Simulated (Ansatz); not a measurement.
## TePb: one input, then a changed one

The cell is COD entry 9008696, as deposited and not checked against the literature; nothing was relaxed.

First run: DFT, r2SCAN, PAW with Ansatz's default frozen-core files, scalar-relativistic (Ansatz 0.2.0).

Command: `ansatz run input.yaml --threads 1 --pin off --max-ram 2048MiB --backend cpu --events-out ev --progress --plain --runs-dir out` The run took 17 s on 1 thread of Arm Neoverse V1, on a shared host, peak memory 0.62 GiB.

```yaml
crystal:
  lattice:
    - [0.0, 3.227, 3.227]
    - [3.227, 0.0, 3.227]
    - [3.227, 3.227, 0.0]
  atoms:
    - { symbol: Te, position: [0.5, 0.5, 0.5] }
    - { symbol: Pb, position: [0.0, 0.0, 0.0] }
kpoints:
  mp_grid: { grid: [10, 10, 10] }
  band_path:
    path:
      - [0.0, 0.0, 0.0]
      - [0.5, 0.0, 0.5]
      - [0.625, 0.25, 0.625]
      - [0.375, 0.375, 0.75]
      - [0.0, 0.0, 0.0]
      - [0.5, 0.5, 0.5]
      - [0.5, 0.25, 0.75]
      - [0.5, 0.0, 0.5]
    npoints: 5
scf:
  occupations: { method: fermi_dirac, width: 0.03 }
hamiltonian:
  xc: r2scan
  pseudopotentials: { kind: paw }
output:
  forces: true
  stress: true
  eigenvalues: true
  efg: { contact_densities: true }
```

Result: converged; pressure 1.70 GPa; gap on the k mesh 1.01 eV; 6 SCF iterations.

No spin–orbit coupling, which matters for the heavy atoms here.

The input is then changed:

```diff
@@ -22,7 +22,8 @@
 scf:
   occupations: { method: fermi_dirac, width: 0.03 }
+  n_extra_bands: 4
 hamiltonian:
   xc: r2scan
-  pseudopotentials: { kind: paw }
+  pseudopotentials: { kind: paw_fr }
 output:
   forces: true
@@ -30,3 +31,6 @@
   eigenvalues: true
   efg: { contact_densities: true }
+magnetization:
+  noncollinear: true
+  spin_orbit: true
```

Q: What does the second run give?

A: It converged; pressure 1.44 GPa; gap on the k mesh 0.06 eV; 7 SCF iterations.
